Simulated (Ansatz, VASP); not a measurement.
**One calculation of CdS, two programs**

The input INCAR:

```
SYSTEM = CdS
PREC = Accurate
ENCUT = 520
EDIFF = 1E-7
ISMEAR = -1
SIGMA = 0.05
LREAL = .False.
LASPH = .True.
NELM = 100
ALGO = Normal
ISIF = 2
LWAVE = .False.
LCHARG = .False.
GGA = PE
NBANDS = 16
```

KPOINTS

```
Automatic mesh
0
Gamma
  7 7 5
  0 0 0
```

File POSCAR:

```
CdS
1.0
    4.3447431501      0.0000000000      0.0000000000
   -2.1723715751      3.7626579410      0.0000000000
    0.0000000000      0.0000000000      5.9180091532
Cd S
1 1
Direct
    0.0000000000      0.0000000000      0.4426919200
    0.6666666667      0.3333333333      0.4343080800
```

input.yaml

```yaml
crystal:
  lattice:
    - [4.3447431501, 0.0, 0.0]
    - [-2.1723715751, 3.762657941, 0.0]
    - [0.0, 0.0, 5.9180091532]
  atoms:
    - { symbol: Cd, position: [0.0, 0.0, 0.44269192] }
    - { symbol: S, position: [0.6666666667, 0.3333333333, 0.43430808] }
kpoints:
  mp_grid: { grid: [7, 7, 5] }
scf:
  occupations: { method: fermi_dirac, width: 0.05 }
hamiltonian:
  xc: pbe
  pseudopotentials: { kind: all_electron, lapw: { basis_error: 0.0005 } }
output:
  forces: true
  stress: true
  eigenvalues: true
```

Change from the starting cell: volume scaled by 1.06.

Alike in both runs: task single point; functional PBE; k mesh 7 × 7 × 5; occupations fermi-dirac, width 0.05 eV; no spin polarisation.

```csv
,VASP,Ansatz
version,VASP 6.6.1,Ansatz 0.2.0
potentials or method,"VASP PAW PBE potentials, release 64 (Cd, S)","all-electron LAPW, scalar-relativistic"
plane-wave cutoff (eV),520,see its input
```

VASP gave:

* gap on the k mesh at the Fermi level (eV): 1.31
* least direct gap on the mesh (eV): 1.36
* pressure (GPa): -1.5
* largest component of the traceless stress (GPa): 1.48
* rms of the force components (eV/Å): 0.009

Q: Which values does Ansatz return?

A: gap on the k mesh at the Fermi level (eV): 1.31; least direct gap on the mesh (eV): 1.36; pressure (GPa): -1.6; largest component of the traceless stress (GPa): 1.61; rms of the force components (eV/Å): 0.010.

Atom by atom the forces differ by 0.001 eV/Å (rms over components). Ansatz ran all-electron here, so the differences hold the error of VASP's frozen core and of both bases.

Caveats: an odd mesh through Γ misses points on the zone boundary, where band edges often lie.
